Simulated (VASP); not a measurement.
Write the native input for VASP 6.6.1 that does the following.

```yaml
Task: single point
Functional: r2SCAN
Potentials_or_basis: VASP PAW PBE potentials, release 64 (Ag, Cl)
Cutoff: 520 eV
k_mesh: 10 × 10 × 10
Occupations: gaussian, width 0.05 eV
Spin: no spin polarisation
Dipole_correction: no
Further_INCAR_settings: ALGO = Normal; EDIFF = 1e-07; NBANDS = 16
```

AgCl:

```xyz
2
Lattice="3.4340 0.0000 0.0000 0.0000 3.4340 0.0000 0.0000 0.0000 3.4340" Properties=species:S:1:pos:R:3 pbc="T T T"
Ag    0.0000    0.0000    0.0000
Cl    1.7170    1.7170    1.7170
```

Measurements of this composition are mostly on another form, of space group No. 225.

One way to write it, as run:

POSCAR

```
AgCl
1.0
    3.4339730000      0.0000000000      0.0000000000
    0.0000000000      3.4339730000      0.0000000000
    0.0000000000      0.0000000000      3.4339730000
Ag Cl
1 1
Direct
    0.0000000000      0.0000000000      0.0000000000
    0.5000000000      0.5000000000      0.5000000000
```

INCAR.step1

```
PREC = Accurate
ENCUT = 520
ISMEAR = 0
SIGMA = 0.05
LREAL = False
LASPH = True
NELM = 80
NBANDS = 16
GGA = PE
ALGO = Normal
EDIFF = 1E-4
LWAVE = True
LCHARG = False
```

INCAR.step2

```
PREC = Accurate
ENCUT = 520
EDIFF = 1E-7
ISMEAR = 0
SIGMA = 0.05
LREAL = False
LASPH = True
NELM = 80
ALGO = Normal
ISIF = 2
LWAVE = False
LCHARG = True
METAGGA = R2SCAN
LMIXTAU = True
LELF = True
LVHAR = True
NBANDS = 16
ISTART = 1
```

KPOINTS

```
Automatic mesh
0
Gamma
  10 10 10
```

Potentials or basis: VASP PAW PBE potentials, release 64 (Ag, Cl).

Run with:

```console
$ cat potpaw_PBE.64/Ag/POTCAR potpaw_PBE.64/Cl/POTCAR > POTCAR
$ cp INCAR.step1 INCAR
$ mpirun -np 1 vasp_std > vasp.out
$ cp INCAR.step2 INCAR
$ mpirun -np 1 vasp_std > vasp.out
```

It gave:

The pressure is -1.9 GPa and the band gap on the k mesh is 1.17 eV, indirect (least direct gap 2.72 eV).

Caveat: the PAW data sets were made with another functional, which shifts forces and pressure a little.

Wall time 96 s on 1 thread of Intel(R) Xeon(R) 6975P-C (Granite Rapids) (shared host), peak memory 0.17 GiB.
